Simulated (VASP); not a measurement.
Runs of VASP 6.6.1 on BeTe. It takes space group F-43m (No. 216, cubic). Conventional cell: a = 5.540 Å, b = 5.540 Å, c = 5.540 Å, α = 90.00°, β = 90.00°, γ = 90.00°. Be (site symmetry -43m) is surrounded by 4 Te at 2.40 Å. Te (site symmetry -43m) has 4 Be at 2.40 Å as nearest neighbours. 

```tsv
task	cell	gap on the mesh (eV)	pressure (GPa)
relaxation of the atoms	atoms relaxed from: a relaxed cell with its volume scaled by 0.96	1.80	2.7
relaxation of the atoms	atoms relaxed from: a relaxed cell with its volume scaled by 0.98	1.86	1.3
relaxation of the atoms	atoms relaxed from: a relaxed cell with its volume scaled by 1.06	2.05	-3.2
relaxation of cell and atoms	relaxed	1.91	0.0
relaxation of the atoms	atoms relaxed from: a relaxed cell with its volume scaled by 1.04	2.01	-2.2
relaxation of the atoms	atoms relaxed	1.91	0.0
relaxation of the atoms	atoms relaxed from: a relaxed cell with its volume scaled by 0.94	(b)	4.3
relaxation of the atoms	atoms relaxed from: a relaxed cell with its volume scaled by 1.02	(a)	-1.2
```

Alike in all rows: level PBE+D3(BJ); potentials or basis VASP PAW PBE potentials, release 64 (Be, Te); no spin polarisation; k mesh 8 × 8 × 8; cutoff (eV) 600; smearing gaussian 0.03 eV.

Problem. Estimate the missing entries.

Solution. (a) 1.96; (b) 1.75.

Caveats: spin-orbit coupling is left out, which moves the levels of the heavy elements; the relaxation stopped at its first step, so nothing moved (some runs).

A k mesh can miss the band edges, and the runs leave out spin-orbit coupling on Te.
